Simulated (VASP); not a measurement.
# Ga (Im-3m) in VASP: a series of runs

The runs below take Ga through single point, with revPBE.

All numbers are computed with VASP 6.6.1; they aren't measurements. Logs are shortened: lines on timing, memory, paths and dates and some standing lists are left out, and cuts for length are marked.

## (1) The structure

The structure is cubic, space group Im-3m (No. 229). Conventional cell: a = 3.403 Å, b = 3.403 Å, c = 3.403 Å, α = 90.00°, β = 90.00°, γ = 90.00°. Around Ga (site symmetry m-3m) lie 8 Ga at 2.95 Å.

This isn't the form of Ga at room conditions, which is orthorhombic.

## (2) Single point, revPBE

Input file INCAR:

```
SYSTEM = Ga
ALGO = Fast
EDIFF = 1E-6
ENCUT = 520
GGA = RE
ISIF = 2
ISMEAR = -1
LASPH = .True.
LCHARG = .False.
LREAL = .False.
LWAVE = .False.
NBANDS = 12
NELM = 80
PREC = Accurate
SIGMA = 0.1
```

Input file KPOINTS:

```
k-points
0
Gamma
  21 21 21
  0 0 0
```

Input file POSCAR:

```
Ga
1.0
   -1.7012614398      1.7012614398      1.7012614398
    1.7012614398     -1.7012614398      1.7012614398
    1.7012614398      1.7012614398     -1.7012614398
Ga
1
Direct
    0.0000000000      0.0000000000      0.0000000000
```

Potentials or basis: VASP PAW PBE potentials, release 64 (Ga_d).

Started as:

```sh
> cat potpaw_PBE.64/Ga_d/POTCAR > POTCAR
> mpirun -np 1 vasp_std > vasp.out
```

OUTCAR:

```text
SYSTEM = Ga
   EDIFF = 1E-6
   ENCUT = 520
   GGA = RE
   ISIF = 2
   ISMEAR = -1
   LASPH = .True.
   LREAL = .False.
   NELM = 80
   PREC = Accurate

 ion  position               nearest neighbor table
   1  0.000  0.000  0.000-

  LATTYP: Found a body centered cubic cell.
 ALAT       =     3.4025228796

  Lattice vectors:

 A1 = (  -1.7012614398,   1.7012614398,   1.7012614398)
 A2 = (   1.7012614398,  -1.7012614398,   1.7012614398)
 A3 = (   1.7012614398,   1.7012614398,  -1.7012614398)

Analysis of symmetry for initial positions (statically):
=====================================================================
 Subroutine PRICEL returns:
 Original cell was already a primitive cell.

 Routine SETGRP: Setting up the symmetry group for a
 body centered cubic supercell.

 Subroutine GETGRP returns: Found 48 space group operations
 (whereof 48 operations were pure point group operations)
 out of a pool of 48 trial point group operations.

The static configuration has the point symmetry O_h .

Analysis of symmetry for dynamics (positions and initial velocities):
=====================================================================
 Subroutine PRICEL returns:
 Original cell was already a primitive cell.

 Routine SETGRP: Setting up the symmetry group for a
 body centered cubic supercell.

 Subroutine GETGRP returns: Found 48 space group operations
 (whereof 48 operations were pure point group operations)
 out of a pool of 48 trial point group operations.

The dynamic configuration has the point symmetry O_h .

 Subroutine INISYM returns: Found 48 space group operations
 (whereof 48 operations are pure point group operations),
 and found     1 'primitive' translations

----------------------------------------------------------------------------------------

                                     Primitive cell

  volume of cell :      19.6958

  direct lattice vectors                    reciprocal lattice vectors
    -1.701261440  1.701261440  1.701261440     0.000000000  0.293899567  0.293899567
     1.701261440 -1.701261440  1.701261440     0.293899567  0.000000000  0.293899567
     1.701261440  1.701261440 -1.701261440     0.293899567  0.293899567  0.000000000

  length of vectors
     2.946671251  2.946671251  2.946671251     0.415636753  0.415636753  0.415636753

  position of ions in fractional coordinates (direct lattice)
     0.000000000  0.000000000  0.000000000

  ion indices of the primitive-cell ions
   primitive index   ion index
[... 82 lines left out ...]
   TEBEG  =    0.0;   TEEND  =   0.0 temperature during run
   PSTRESS=    0.0 pullay stress
   NELECT =      13.0000    total number of electrons
   NUPDOWN=      -1.0000    fix difference up-down
   EMIN   =  10.00;   EMAX   =-10.00  energy-range for DOS
   EFERMI =   0.00;   METHOD = LEGACY
   ISMEAR =    -1;   SIGMA  =   0.10  broadening in eV -4-tet -1-fermi 0-gaus
   EFERMI_NEDOS =   21; number of points for ismear=-14 and -15
   IALGO  =     68    algorithm
   IMIX   =      4    mixing-type and parameters
     AMIX     =   0.40;   BMIX     =  1.00
     AMIX_MAG =   1.60;   BMIX_MAG =  1.00
  volume/ion in A,a.u.               =      19.70       132.91
  Fermi-wavevector in a.u.,A,eV,Ry     =   1.425383  2.693583 27.643182  2.031717
  Thomas-Fermi vector in A             =   2.545773
   LORBIT       =      0    0 simple, 1 ext, 2 COOP (PROOUT), +10 PAW based schemes
   GGA     = RE    functional components
   LHFCALC =     F    Hartree Fock is set to
   AEXX    =    0.0000 exact exchange contribution
   IVDW    =     0    specifies the selected vdW correction
   LEPSILON=     F    determine dielectric tensor
   LRPA    =     F    only Hartree local field effects (RPA)
 non-spin polarized calculation
 RMM-DIIS sequential band-by-band and
  energy-cutoff  :      520.00
  volume of cell :       19.70
 maximum number of plane-waves:       555
 NGX is ok and might be reduce to    24
   NGX = 11   NGY = 11   NGZ = 11

 number of electron      12.9999995 magnetization

 Free energy of the ion-electron system (eV)
  ---------------------------------------------------
  ext. energy  EPLUGINS =         0.00000000
  ---------------------------------------------------
  free energy    TOTEN  =        -2.58959609 eV

  energy without entropy =       -2.57643031  energy(sigma->0) =       -2.58301320

 E-fermi :   5.2664     XC(G=0): -10.7104

 val. band max:        5.2491945712   @ k =  -0.3810   0.4286   0.1905
 cond. band min:       5.2989737628   @ k =   0.2857   0.1429   0.0476
 fundamental gap:      0.0497791916
 Fermi energy:         5.2663535507

 k-point     1 :       0.0000    0.0000    0.0000
  band No.  band energies     occupation
      1      -9.6539      2.00000
      2      -9.6539      2.00000
      3      -9.6539      2.00000
      4      -9.4861      2.00000
      5      -9.4861      2.00000
      6      -5.4477      2.00000
      7      17.3731      0.00000
      8      17.3731      0.00000
      9      17.3732      0.00000
     10      21.9858      0.00000
     11      21.9859      0.00000
     12      21.9878      0.00000
[... 331 lines left out ...]
 k-point    24 :       0.1905    0.0952    0.0000
  band No.  band energies     occupation
      1      -9.6827      2.00000
      2      -9.6481      2.00000
      3      -9.5267      2.00000
      4      -9.5123      2.00000
      5      -9.4865      2.00000
      6      -3.7585      2.00000
      7       9.9687      0.00000
      8      12.5082      0.00000
      9      14.7190      0.00000
     10      18.5613      0.00000
     11      19.7821      0.00000
     12      21.7293      0.00000

 [... further k-points ...]

------------------------ aborting loop because EDIFF is reached ----------------------------------------

  FORCE on cell =-STRESS in cart. coord.  units (eV):
  Direction    XX          YY          ZZ          XY          YZ          ZX
  --------------------------------------------------------------------------------------
  -------------------------------------------------------------------------------------
  Total        0.0252958      0.0252958      0.0252958      0.0000000      0.0000000     -0.0000000
  in kB        2.0577161      2.0577161      2.0577161      0.0000000      0.0000000     -0.0000000
  external PRESSURE =       2.0577161 kB  Pullay stress =       0.0000000 kB

 VOLUME and BASIS-vectors are now :
 -----------------------------------------------------------------------------
  energy-cutoff  :      520.00
  volume of cell :       19.70
      direct lattice vectors                 reciprocal lattice vectors
    -1.701261440  1.701261440  1.701261440     0.000000000  0.293899567  0.293899567
     1.701261440 -1.701261440  1.701261440     0.293899567  0.000000000  0.293899567
     1.701261440  1.701261440 -1.701261440     0.293899567  0.293899567  0.000000000

 POSITION                                       TOTAL-FORCE (eV/Angst)
 -----------------------------------------------------------------------------------
      0.00000      0.00000      0.00000         0.000000      0.000000     -0.000000
 -----------------------------------------------------------------------------------
    total drift:                                0.000000      0.000000     -0.000000

  FREE ENERGIE OF THE ION-ELECTRON SYSTEM (eV)
  ---------------------------------------------------
  free  energy   TOTEN  =        -2.5895960885 eV

  energy  without entropy=       -2.5764303082  energy(sigma->0) =       -2.58301320
```

OSZICAR:

```text
N       E                     dE             d eps       ncg     rms          rms(c)
DAV:   1     0.459362231039E+02    0.45936E+02   -0.66721E+03  7280   0.184E+03
DAV:   2    -0.257570464321E+00   -0.46194E+02   -0.44568E+02  7288   0.268E+02
DAV:   3    -0.259156743461E+01   -0.23340E+01   -0.23276E+01  7848   0.471E+01
DAV:   4    -0.261137432521E+01   -0.19807E-01   -0.19804E-01  7996   0.474E+00
DAV:   5    -0.261158562365E+01   -0.21130E-03   -0.21130E-03  8068   0.472E-01    0.759E-01
RMM:   6    -0.259416973797E+01    0.17416E-01   -0.20368E-02  9422   0.203E+00    0.406E-01
RMM:   7    -0.258997587184E+01    0.41939E-02   -0.82114E-03 10136   0.983E-01    0.106E-01
RMM:   8    -0.258958077093E+01    0.39510E-03   -0.92373E-04  9946   0.360E-01    0.106E-02
RMM:   9    -0.258959257971E+01   -0.11809E-04   -0.99818E-05 10453   0.141E-01    0.626E-03
RMM:  10    -0.258959613092E+01   -0.35512E-05   -0.20273E-05 10438   0.553E-02    0.488E-04
RMM:  11    -0.258959608846E+01    0.42456E-07   -0.15043E-06  5720   0.144E-02
   1 F= -.25895961E+01 E0= -.25830132E+01  d E =-.131658E-01
```

It took 18 s on 1 thread of Intel Xeon 6975P-C (Granite Rapids), shared host; peak memory 0.18 GiB.

Results:

- Free energy: -2.5896 eV
- Pressure: 0.2 GPa
- Band gap on the k mesh: none (metal or under the smearing width)

Caveat: the PAW data sets were made with another functional, which shifts forces and pressure a little.

## (3) Single point, revPBE

This run uses another cell than the first one, of 20.48 Å³/atom, 1.040 times its volume.

Input file INCAR:

```
PREC = Accurate
ENCUT = 520
EDIFF = 1E-6
ISMEAR = -1
SIGMA = 0.1
LREAL = F
LASPH = T
NELM = 60
ALGO = Normal
ISIF = 2
LWAVE = F
LCHARG = T
GGA = RE
LELF = T
LVHAR = T
NBANDS = 12
```

Input file KPOINTS:

```
regular mesh
0
Gamma
  15 15 15
```

Input file POSCAR:

```
Ga
1.0
   -1.7236490261      1.7236490261      1.7236490261
    1.7236490261     -1.7236490261      1.7236490261
    1.7236490261      1.7236490261     -1.7236490261
Ga
1
Direct
    0.0000000000      0.0000000000      0.0000000000
```

Potentials or basis: VASP PAW PBE potentials, release 64 (Ga_d).

Started as:

```sh
> cat potpaw_PBE.64/Ga_d/POTCAR > POTCAR
> mpirun -np 1 vasp_std > vasp.out
```

Run time: 7.5 s. Hardware: 1 thread of Intel Xeon 6975P-C (Granite Rapids), shared host; peak memory 0.15 GiB.

The run converged. Its results:

- Free energy: -2.5849 eV
- Pressure: -1.5 GPa
- Band gap on the k mesh: none (metal or under the smearing width)

Levels at points of the mesh, in eV from the Fermi level:
| k point | band 2 | band 3 | band 4 | band 5 | band 6 | band 7 | band 8 | band 9 | band 10 | band 11 |
| --- | --- | --- | --- | --- | --- | --- | --- | --- | --- | --- |
| (0.00, 0.00, 0.00) | -14.89 | -14.89 | -14.74 | -14.74 | -10.43 | 11.65 | 11.65 | 11.65 | 16.34 | 16.34 |

Caveat: the PAW data sets were made with another functional, which shifts forces and pressure a little.

## (4) Single point, revPBE

This run uses another cell than the first one, of 18.12 Å³/atom, 0.920 times its volume.

Input file INCAR:

```
PREC = Accurate
ENCUT = 520
EDIFF = 1E-6
ISMEAR = -1
SIGMA = 0.1
LREAL = False
LASPH = True
NELM = 100
ALGO = Fast
ISIF = 2
LWAVE = False
LCHARG = False
GGA = RE
NBANDS = 12
```

Input file KPOINTS:

```
Automatic mesh
0
Gamma
  15 15 15
```

Input file POSCAR:

```
Ga
1.0
   -1.6546278668      1.6546278668      1.6546278668
    1.6546278668     -1.6546278668      1.6546278668
    1.6546278668      1.6546278668     -1.6546278668
Ga
1
Direct
    0.0000000000      0.0000000000      0.0000000000
```

Started as:

```sh
> cat potpaw_PBE.64/Ga_d/POTCAR > POTCAR
> mpirun -np 1 vasp_std > vasp.out
```

Wall time 7.8 s (1 thread of Intel Xeon 6975P-C (Granite Rapids), shared host); peak memory 0.15 GiB.

It converged, with:

```yaml
Free_energy: -2.5665 eV
Pressure: 4.7 GPa
Band_gap_on_the_k_mesh: none (metal or under the smearing width)
```

Levels at points of the mesh, in eV from the Fermi level:
| k point | band 2 | band 3 | band 4 | band 5 | band 6 | band 7 | band 8 | band 9 | band 10 | band 11 |
| --- | --- | --- | --- | --- | --- | --- | --- | --- | --- | --- |
| (0.00, 0.00, 0.00) | -15.00 | -15.00 | -14.80 | -14.80 | -11.36 | 13.12 | 13.12 | 13.12 | 17.56 | 17.56 |

Caveat: the PAW data sets were made with another functional, which shifts forces and pressure a little.

(Continued in part 2 of 2.)
